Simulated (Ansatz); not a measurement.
# Si3N4 (I-43d): how G0W0 depends on its starting point

Aim: G0W0 for Si3N4 (I-43d) on several starting functionals, at one mesh, band count and screening cutoff.

Calculated with Ansatz 0.2.0; G0W0 on several functionals, plane waves, PAW.

Most raw output is cut from this account.

In doubt: masses and optical values from hybrid runs of this build are listed as unsure (steps 3, 4), which bears on the screening that GW takes from such a start.

## (1) Starting point

It takes space group I-43d (No. 220, cubic). Conventional cell: a = 6.475 Å, b = 6.475 Å, c = 6.475 Å, α = 90.00°, β = 90.00°, γ = 90.00°. Nearest to Si lie 4 N at 1.75 Å. N has 3 Si at 1.75 Å nearest. Farther neighbours and most contacts between anions are not listed.

Structure file:

```cif
data_structure
_symmetry_space_group_name_H-M 'P 1'
_symmetry_Int_Tables_number 1
_cell_length_a 5.6073
_cell_length_b 5.6073
_cell_length_c 5.6073
_cell_angle_alpha 109.471
_cell_angle_beta 109.471
_cell_angle_gamma 109.471
_cell_volume 135.72
loop_
_atom_site_label
_atom_site_type_symbol
_atom_site_fract_x
_atom_site_fract_y
_atom_site_fract_z
_atom_site_occupancy
Si1 Si 0.25000 0.12500 0.87500 1
Si2 Si 0.87500 0.25000 0.12500 1
Si3 Si 0.75000 0.37500 0.62500 1
Si4 Si 0.62500 0.75000 0.37500 1
Si5 Si 0.12500 0.87500 0.25000 1
Si6 Si 0.37500 0.62500 0.75000 1
N7 N 0.56280 0.56280 0.56280 1
N8 N 0.43720 0.50000 0.00000 1
N9 N 0.50000 0.00000 0.93720 1
N10 N 0.00000 0.43720 0.50000 1
N11 N 0.93720 0.50000 0.00000 1
N12 N 0.06280 0.06280 0.06280 1
N13 N 0.00000 0.93720 0.50000 1
N14 N 0.50000 0.00000 0.43720 1
```

The cell and positions come from the Crystallography Open Database and are kept as given unless a step says otherwise. This is not the form that Si3N4 usually takes at ambient conditions. The default PAW set here is soft_2. Its files were made with PBE.

## (2) G0W0 on PBE

G0W0 replaces the xc potential by the self-energy, built once from these orbitals. Only a window of levels is corrected, while the sums run over the empty bands that the input names.

This step: G0W0 on PBE, plane waves, PAW.

input.yaml

```yaml
crystal:
  lattice:
    - [-3.23735, 3.23735, 3.23735]
    - [3.23735, -3.23735, 3.23735]
    - [3.23735, 3.23735, -3.23735]
  atoms:
    - { symbol: Si, position: [0.25, 0.125, 0.875] }
    - { symbol: Si, position: [0.875, 0.25, 0.125] }
    - { symbol: Si, position: [0.75, 0.375, 0.625] }
    - { symbol: Si, position: [0.625, 0.75, 0.375] }
    - { symbol: Si, position: [0.125, 0.875, 0.25] }
    - { symbol: Si, position: [0.375, 0.625, 0.75] }
    - { symbol: "N", position: [0.5628, 0.5628, 0.5628] }
    - { symbol: "N", position: [0.4372, 0.5, 0.0] }
    - { symbol: "N", position: [0.5, 0.0, 0.9372] }
    - { symbol: "N", position: [0.0, 0.4372, 0.5] }
    - { symbol: "N", position: [0.9372, 0.5, 0.0] }
    - { symbol: "N", position: [0.0628, 0.0628, 0.0628] }
    - { symbol: "N", position: [0.0, 0.9372, 0.5] }
    - { symbol: "N", position: [0.5, 0.0, 0.4372] }
kpoints:
  mp_grid: { grid: [4, 4, 4] }
hamiltonian:
  xc: pbe
scf:
  occupations: { method: fixed }
gw:
  n_empty_bands: 566
  ecut_chi: 150.0
  qp_bands: [v4, c4]
  qp_kpoints: band_edges
  screening: { model: contour_deformation }
```

Run with:

```bash
$ ansatz run input.yaml --threads 3 --pin off --max-ram 64512MiB --backend cuda --events-out ev --progress --plain --runs-dir out --devices 1 --max-vram 24GiB  # rebuilt from the run's record
```

It took 23 s on 1 × NVIDIA H100 80GB HBM3 (shared by 3 runs) with 3 threads of AMD EPYC 7R13 (Zen 3), shared host; peak memory 2.3 GiB.

This step gave:

| Item | Value |
| --- | --- |
| bands summed | 598 |
| RPA ε∞ on this mesh (eigenvalues) | 4.435, 4.435, 4.435 |
| plane waves in the screening matrix | 555 |
| q-points in the mesh | 64 |
| G0W0 gap on the mesh | 5.573 eV |
| k of the valence top | 0, 0, -0.5 |
| k of the conduction bottom | 0.25, 0.25, -0.25 |
| starting gap on the mesh | 4.126 eV |
| Z at the valence top | 0.7869 |
| Z at the conduction bottom | 0.8349 |
| least direct G0W0 gap on the computed points | 5.822 eV |

The gap on the mesh goes from 4.13 eV to 5.57 eV, a correction of +1.45 eV. Between the two edge states, bare exchange in place of the xc potential would open the gap by 9.02 eV, and correlation takes back 7.58 eV.

## (3) G0W0 on HSE06

One-shot GW remembers its start. Another functional's orbitals and levels show by how much.

This step: G0W0 on HSE06, plane waves, PAW.

Edit input.yaml of step 2 so:

```diff
@@ -23,3 +23,3 @@
 hamiltonian:
-  xc: pbe
+  xc: hse06
 scf:
```

Elapsed: 65 s, on 1 × NVIDIA H100 80GB HBM3 (shared by 3 runs) with 3 threads; peak memory 2.3 GiB; 91 s of CPU time.

Numbers from this step:

| Property | Result |
| --- | --- |
| bands summed | 598 |
| RPA ε∞ on this mesh (eigenvalues) | 3.759, 3.759, 3.759 |
| plane waves in the screening matrix | 555 |
| q-points in the mesh | 64 |
| G0W0 gap on the mesh | 6.176 eV |
| k of the valence top | 0, 0, -0.5 |
| k of the conduction bottom | 0.25, 0.25, -0.25 |
| starting gap on the mesh | 5.508 eV |
| Z at the valence top | 0.8132 |
| Z at the conduction bottom | 0.8554 |
| least direct G0W0 gap on the computed points | 6.426 eV |

Against the run with 4×4×4 mesh, 566 empty bands, screening to 150 eV on PBE, the gap moves by +0.60 eV, while the start moved by +1.38 eV.

## (4) G0W0 on PBE0

This step: G0W0 on PBE0, plane waves, PAW.

Edit input.yaml of step 3 so:

```diff
@@ -23,3 +23,3 @@
 hamiltonian:
-  xc: hse06
+  xc: pbe0
 scf:
```

Wall time 66 s (1 × NVIDIA H100 80GB HBM3 (shared by 3 runs) with 3 threads); peak memory 2.2 GiB.

Numbers from this step:

```
bands summed                                 : 598
RPA ε∞ on this mesh (eigenvalues)            : 3.584, 3.584, 3.584
plane waves in the screening matrix          : 555
G0W0 gap on the mesh                         : 6.375 eV
k of the valence top                         : 0, 0, -0.5
k of the conduction bottom                   : 0.25, 0.25, -0.25
starting gap on the mesh                     : 6.266 eV
least direct G0W0 gap on the computed points : 6.626 eV
```

Against the run with 4×4×4 mesh, 566 empty bands, screening to 150 eV on HSE06, the gap moves by +0.20 eV, while the start moved by +0.76 eV.

## (5) The starts together

All on the 4×4×4 mesh with 566 empty bands and screening to 150 eV. Times are wall times on 1 × NVIDIA H100 80GB HBM3 (shared by 3 runs) with 3 threads of AMD EPYC 7R13 (Zen 3), shared host, good to a factor of about two.

```csv
start,starting gap (eV),shift (eV),G0W0 gap (eV),RPA ε∞ (harmonic mean),"Z (valence, conduction)",time
PBE,4.13,+1.45,5.57,4.43,"0.79, 0.83",23 s
HSE06,5.51,+0.67,6.18,3.76,"0.81, 0.86",65 s
PBE0,6.27,+0.11,6.37,3.58,"0.82, 0.86",66 s
```

How the two edges are built up, in eV (the quasiparticle level is the starting level plus Σx plus Σc less Vxc):

```
  run               edge  start      Σx     Σc     Vxc     Z     QP
  PBE        valence top   9.32  -21.88   3.22  -17.79  0.79   8.45
  PBE  conduction bottom  13.45   -6.72  -4.36  -11.66  0.83  14.03
HSE06        valence top   8.38  -21.92   2.93  -18.71  0.81   8.10
HSE06  conduction bottom  13.89   -6.46  -4.16  -11.01  0.86  14.27
 PBE0        valence top   7.98  -21.93   2.82  -19.11  0.82   7.99
 PBE0  conduction bottom  14.25   -6.45  -4.07  -10.64  0.86  14.37
```

For a hybrid start, Vxc holds its share of exact exchange.

## (6) Summary of results

* G0W0@PBE: 5.57 eV (start 4.13 eV)
* G0W0@HSE06: 6.18 eV (start 5.51 eV)
* G0W0@PBE0: 6.37 eV (start 6.27 eV)
* known limits: not at the basis limit

In words: The starting gaps span 2.14 eV and the G0W0 gaps 0.80 eV. Between PBE and PBE0, 0.80 eV of the 2.14 eV survives, 37 %. PBE0 screens less than PBE (ε∞ 3.58 against 4.43). Of the 0.80 eV by which its G0W0 gap is higher, the correlation part gives +0.68 eV, and exchange with the one-particle terms, which follow the orbitals, +0.12 eV. The smallest correction, +0.11 eV, is on PBE0, the start nearest to reproducing itself. Bands and cutoff are finite, so the gap is not at the basis limit. The miss can reach some tenths of an eV and take either sign; the mesh is an error of its own.

[Paths, hosts, dates, memory and timing lines, banners, echoed tables and standing remarks are left out of the program output.]

[Logs are printed without paths, hosts, clocks, repeated set-up lines and the standing remarks that a program may print on its own settings, such as how far it seeks lower states.]

[Runs of the session that timed out or met a known fault of the program may be left out.]

[Cells called generated may have been cut or substituted from an entry of the Crystallography Open Database or the Materials Project.]

[Hosts, paths, dates, database ids (printed as entryN), source tags and the programs' standing remarks are cut or masked in the printed files.]
